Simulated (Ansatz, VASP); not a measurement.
# Te2Mo: VASP beside Ansatz

```
Te Mo
1.0
     6.33949    0.00000    0.02828
     0.00000    3.47191    0.00000
    -0.88644    0.00000   13.23032
Te Mo
8 4
Direct
  0.56045 0.75000 0.34488
  0.43955 0.25000 0.65512
  0.58613 0.25000 0.10653
  0.41387 0.75000 0.89347
  0.09424 0.75000 0.15555
  0.90576 0.25000 0.84445
  0.05597 0.25000 0.39309
  0.94403 0.75000 0.60691
  0.31983 0.75000 0.50626
  0.68017 0.25000 0.49374
  0.18239 0.25000 0.00760
  0.81761 0.75000 0.99240
```

Alike in both runs: functional PBE; dispersion D3(BJ); k mesh 4 × 8 × 2; occupations gaussian, width 0.05 eV; no spin polarisation.

Ansatz relaxed the structure, and its values are those at the end. VASP's run is a single point on that final structure, the one shown.

|  | VASP | Ansatz |
| --- | --- | --- |
| version | VASP 6.6.1 | Ansatz 0.2.0 |
| potentials or method | VASP PAW PBE potentials, release 64 (Te, Mo_sv) | scalar-relativistic, plane waves, PAW |
| plane-wave cutoff (eV) | 520 | 420 |
| valence electrons in the cell | 104 | 184 |

|  | VASP | Ansatz | Ansatz less VASP |
| --- | --- | --- | --- |
| gap on the k mesh at the Fermi level (eV) | none | none | - |
| pressure (GPa) | 0.0 | 0.0 | 0.00 |
| rms of the force components (eV/Å) | 0.008 | 0.004 | -0.0041 |

A gap of «none» marks a metal or a gap that the smearing closes. The two sets of potentials don't hold the same shells in valence.

Caveats: pairwise dispersion overbinds metals, which lowers pressure and volume. The runs have no spin-orbit coupling, so splittings on Te are missing.
